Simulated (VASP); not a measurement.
**VASP 6.6.1 run: KI**

INCAR

```
NELM = 95
EDIFF = 1E-7
PREC = Accurate
LCHARG = .FALSE.
GGA = QQ
EDIFFG = -5E-3
IBRION = 2
ISIF = 3
LREAL = .FALSE.
ISMEAR = -1
SIGMA = 0.02
NSW = 30
NBANDS = 15
ENCUT = 600
LWAVE = .FALSE.
LASPH = .TRUE.
```

KPOINTS

```
KPOINTS created by Atomic Simulation Environment
0
Gamma
6 6 6
0 0 0
```

POSCAR

```
K  I
 1.0000000000000000
     0.0000000000000000    3.5911514308236332    3.5911514308236332
     3.5911514308236332    0.0000000000000000    3.5911514308236332
     3.5911514308236332    3.5911514308236332    0.0000000000000000
 K   I
   1   1
Cartesian
  0.0000000000000000  0.0000000000000000  0.0000000000000000
  3.5911514308236332  3.5911514308236332  3.5911514308236332
```

The recommended LDA PAW datasets give the neutral cell 16 valence electrons.

Command

```
mpirun -np 1 vasp_std
```

Standard output (part)

```
POSCAR found type information on POSCAR K I
 POSCAR found :  2 types and       2 ions
|     EEEEEEE  RRRRRR   RRRRRR   OOOOOOO  RRRRRR      ###     ###     ###     |
|     E        R     R  R     R  O     O  R     R     ###     ###     ###     |
|     E        R     R  R     R  O     O  R     R     ###     ###     ###     |
|     EEEEE    RRRRRR   RRRRRR   O     O  RRRRRR       #       #       #      |
|     E        R    R   R    R   O     O  R    R      ###     ###     ###     |
|     EEEEEEE  R     R  R     R  OOOOOOO  R     R     ###     ###     ###     |
|     Error: One of the selected functionals does not exist.                  |
|       ---->  I REFUSE TO CONTINUE WITH THIS SICK JOB ... BYE!!! <----       |
```

VASP stopped before the first electronic step.

The fault: unknown functional word.

The run took about 0.9 s on one core of a shared host (Intel Xeon Platinum 8488C).
